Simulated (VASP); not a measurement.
Runs of VASP 6.6.1 on PbS. The cell holds a slab with vacuum, 8 atoms: a = 4.130 Å, b = 4.130 Å, c = 29.903 Å, α = 90.00°, β = 90.00°, γ = 89.21°. 

| level | potentials or basis | gap on the mesh (eV) | largest force (eV/Å) |
| --- | --- | --- | --- |
| RPBE | VASP PAW PBE potentials, release 64 (Pb_d, S) | 1.25 | 0.26 |
| PBE | VASP PAW PBE potentials, release 64 (Pb_d, S) | 1.25 | 0.41 |
| PBEsol | VASP PAW PBE potentials, release 64 (Pb_d, S) | 1.26 | (a) |
| LDA | VASP PAW LDA potentials, release 64 (Pb_d, S) | 1.19 | (b) |

Alike in all rows: task work function; no spin polarisation; cell as given; k mesh 5 × 5 × 1; cutoff (eV) 520; smearing fermi-dirac 0.05 eV.

Task: Fill in the values left out.

Result: (a) 0.68; (b) 0.82.

Caveats: spin-orbit coupling is left out, which as a rule narrows the gap of such compounds by several tenths of an eV; the PAW data sets were made with another functional, which shifts forces and pressure a little (some runs).

A k mesh can miss the band edges, and the runs leave out spin-orbit coupling on Pb.
